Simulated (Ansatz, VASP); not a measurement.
B: VASP beside Ansatz

```
CELL_PARAMETERS angstrom
1.77782 0.00000 0.00000
-0.88891 1.53963 0.00000
0.00000 0.00000 3.95321
ATOMIC_POSITIONS crystal
B 0.00000 0.00000 0.25421
B 0.00000 0.00000 0.74579
```

Alike in both runs: task relaxation of cell and atoms; functional PBE; k mesh 12 × 12 × 4; occupations gaussian, width 0.1 eV; no spin polarisation.

```csv
,VASP,Ansatz
version,VASP 6.6.1,Ansatz 0.2.0
potentials or method,"VASP PAW PBE potentials, release 64 (B)","scalar-relativistic, plane waves, PAW"
plane-wave cutoff (eV),600,420
valence electrons in the cell,6,6
```

```csv
,VASP,Ansatz,Ansatz less VASP
"gap on the k mesh at the Fermi level, each at its own relaxed structure (eV)",none,none,-
relaxed volume (Å³/atom),8.42,8.01,-0.407
relaxed cell length with the largest relative difference (Å),6.624,5.422,-1.2012
energy change over the relaxation (meV/atom),-469,-404,+64.6
```

A gap of «none» marks a metal or a gap that the smearing closes. One of these differences is far larger than is usual between the two programs; its cause wasn't traced.

Caveats: the k mesh is coarse (spacing up to 0.40 Å⁻¹), so the values aren't converged; the volume moved by over 15 % at a fixed basis, so the end points are rough (VASP); this functional lacks dispersion, which binds the layers, so the pressure and a relaxed spacing across them are unreliable, and here the layers came unbound.
